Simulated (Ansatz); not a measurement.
## Nb (fcc)

Computed with Ansatz (plane waves, PAW, 420 eV cutoff): PBE with spin–orbit coupling, two-component spinors, 18×18×18 k-mesh, Gaussian smearing of 0.05 eV; PAW files: Ansatz's generated set soft_2.

```
Nb
1.0
     0.00000    2.10922    2.10922
     2.10922    0.00000    2.10922
     2.10922    2.10922    0.00000
Nb
1
Direct
  0.00000 0.00000 0.00000
```

At room temperature and ambient pressure Nb is bcc.

Path: Γ–X–U | K–Γ–L–W–X, with Γ = (0.000, 0.000, 0.000), X = (0.500, 0.000, 0.500), U = (0.625, 0.250, 0.625), K = (0.375, 0.375, 0.750), L = (0.500, 0.500, 0.500), W = (0.500, 0.250, 0.750) in reciprocal vectors of the calculation's cell.

**Question.** Is it a metal or an insulator, and if it has a gap, where are the band edges on this path?

**Answer.** A metal: bands cross the Fermi level.

Bands as a text map, energy in eV from the Fermi level (dashes), each leg drawn with the same width:
```
  5.57 |           **            *                                  * 
  5.14 |         *******                           *      ************
  4.71 |         ****   ***       *             ****     *          **
  4.29 |       **    **    ***                 **   *****         **  
  3.86 |      *        **     *               *                  *    
  3.43 |    ** * ***     **    *   *         **                 *   **
  3.00 |  **        **     *        *       **                 *   *  
  2.57 |**    * *     *     **  *    ********                 *   *   
  2.14 |  *  *         *      *  *   *                   *  **        
  1.71 |   * *          *      *   **                  ** **     *    
  1.29 |    *  *         **     ***             ***   *         *     
  0.86 |   ** *            *       *               * *         *      
  0.43 |  *  *              **     ***   *******    **        *       
  0.00 |**--------------------*---*---****----******--*---------------
 -0.43 |  *                      *   *    ** *     *   *     *        
 -0.86 |   *                   *   **       *       *   **  *         
 -1.29 |    *                   ***                  *   ***          
 -1.71 |                      **                      * *   **        
 -2.14 |     *              ** **                      **     *       
 -2.57 |      *          ***  *  *                    *  ****  **     
 -3.00 |       **     ***   **                       *       **  **   
 -3.43 |      ** *****   ***      *                **          **  ***
 -3.86 |     *  *********                    ******              *****
 -4.29 |    *                      *        *                         
 -4.71 |                                   *                          
 -5.14 |   *                        *                                 
 -5.57 |  *                          *    *                           
 -6.00 |**                            ****                            
        Γ         X         UK         Γ         L         W         X
```

The calculation's cell holds 13 valence electrons, an odd number. Without magnetic order each Kramers pair of bands takes two, so one stays part-filled and the crystal must be a metal. (Only strong correlation, outside this picture, could make a Mott insulator of it.)
